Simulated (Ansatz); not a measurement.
input.yaml

```yaml
crystal:
  lattice:
    - [0.0, 1.8492211621, 1.8492211621]
    - [1.8492211621, 0.0, 1.8492211621]
    - [1.8492211621, 1.8492211621, 0.0]
  atoms:
    - { symbol: V, position: [0.0, 0.0, 0.0] }
basis:
  ecutwfc: 420
kpoints:
  mp_grid: { grid: [18, 18, 18] }
hamiltonian:
  xc: pbe
scf:
  occupations: { method: gaussian, width: 0.1 }
output:
  forces: true
  stress: true
  eigenvalues: true
```

Launched with
```bash
ansatz run input.yaml --threads 1 --pin off --max-ram 2560MiB --backend cpu --events-out ev --progress --plain --runs-dir out
```

Computed with DFT PBE, scalar-relativistic, plane waves, PAW in Ansatz.

Abridged output:

```
Pseudopotentials: kind: paw
Pseudopotential: V, paw, valence charge 13, recommended cutoff 420 eV (normal)
Functional definition: PBE
Crystal: 1 atom, lattice volume = 12.647 Å³
Basis set: ecut = 420 eV, 259 PW (Γ), exchange–correlation on 36×36×36 points (8 copies of the dense FFT grid, shifted against one another)
Bands: 11, of which v1, the nominal top of the filled ones, is band 7 counted from 1 (6 counted from 0)
Symmetry: 48 space group operations
Space group: Fm-3m (ITA 225), of the structure as read, at distance tolerance 2.3e-5 Å
k-points: 195 of 5832
Initial density: superposition of atomic densities (neutral atoms: chi_scale 0, normalization atom), corrected by the library's trained network
Initial wavefunctions: pseudopotential atomic-orbital guess
Functional: x = pbe(κ = 0.804, μ = 0.21951497), c = pbe(β = 0.06672455)
SCF iter   1: F=—  HF=-2912.099618 eV  |F-HF|=—  |Δ(HF+E_count)|=         —  Δρ=1.86e-3  dr2=1.27e-4  ethr=1.77e-3  ⟨swp⟩=4.0  Hψ=10740  notcnv=0
SCF iter   2: F=—  HF=-2912.099624 eV  |F-HF|=—  |Δ(HF+E_count)|=   5.73e-6  Δρ=9.68e-4  dr2=3.26e-5  ethr=9.79e-7  ⟨swp⟩=1.3  Hψ=3814  notcnv=0
SCF iter   3: F=—  HF=-2912.099674 eV  |F-HF|=—  |Δ(HF+E_count)|=   4.95e-5  Δρ=2.87e-4  dr2=7.37e-6  ethr=2.51e-7  ⟨swp⟩=2.5  Hψ=3385  notcnv=0
SCF iter   4: F=—  HF=-2912.099671 eV  |F-HF|=—  |Δ(HF+E_count)|=   2.30e-6  Δρ=4.91e-5  dr2=1.31e-7  ethr=5.67e-8  ⟨swp⟩=2.7  Hψ=3079  notcnv=0
SCF iter   5: F=-2912.099671 eV  HF=-2912.099671 eV  |F-HF|=2.74e-9  |Δ(HF+E_count)|=   2.61e-8  Δρ=6.90e-6  dr2=3.76e-9  ethr=1.01e-9  ⟨swp⟩=2.7  Hψ=3266  notcnv=0
SCF iter   6: F=-2912.099671 eV  HF=-2912.099671 eV  |F-HF|=9.37e-11  |Δ(HF+E_count)|=  5.52e-10  Δρ=1.27e-6  dr2=1.28e-10  ethr=2.90e-11  ⟨swp⟩=1.7  Hψ=6560  notcnv=0
SCF 1 converged in 6 iterations: F = -2912.099671 eV  dr2 = 1.28e-10
SCF converged after 6 iterations
Free energy (F): -2912.099671 eV
Harris-Foulkes:  -2912.099671 eV  (|F-HF|=9.37e-11)
Internal energy: -2912.091920 eV  (E = F + TS)
E sigma→0 (E₀):  -2912.095795 eV
Entropy (-TS):   -0.007752 eV (-7.752 meV/atom)
Fermi energy:    18.126910 eV
--- Per-component energies (eV) ---
  E_band       = -127.540778
  E_kinetic    = 338.462710
  E_local      = -849.192071  (includes V_loc(G=0)·N_el)
  E_nonlocal   = -45.274060
  E_hartree    = 396.497751
  E_xc         = -131.154093
  E_vxc        = -166.341047  (∫ρ·V_xc dr)
  E_paw        = -1113.034458  (= ΣΔE_a)
  E_vpaw       = -198.191635  (= ΣTr[D̂ρ^β])
  E_aug_tail   = 0.000252  (compensation charges beyond the density's cutoff)
  E_ewald      = -1508.397951
  E_smearing   = -0.007752  (= −TS)
--- Forces (eV/Å), atoms counted from 1 ---
  atom   1  V      0.00000000     0.00000000     0.00000000
--- Stress (GPa, compression-positive) ---
       19.942728       0.000000       0.000000
        0.000000      19.942728       0.000000
        0.000000       0.000000      19.942728
  P = ⅓ Tr σ = 19.9427 GPa (199.427 kbar)
--- Band table (eV; the first three rows and the last of 195) ---
  k-point 0: bands = ["-45.8451", "-19.0394", "-19.0394", "-19.0394", "11.0617", "18.2782", "18.2782", "18.2782", "20.2674", "20.2674", "36.3664"]
  k-point 1: bands = ["-45.8381", "-19.0741", "-19.0436", "-19.0436", "11.1869", "18.2073", "18.3242", "18.3242", "20.2385", "20.2385", "36.4670"]
  k-point 2: bands = ["-45.8178", "-19.1732", "-19.0557", "-19.0557", "11.5517", "18.0165", "18.4434", "18.4434", "20.1743", "20.1743", "36.6552"]
  k-point 194: bands = ["-45.5303", "-19.8011", "-19.6901", "-19.4391", "15.4597", "16.6336", "17.4404", "19.9747", "21.9554", "27.7204", "29.1418"]
```

The run converged.

The run took 1.9 s on 1 thread of Arm Neoverse V1, with other jobs on the host, peak memory 0.29 GiB.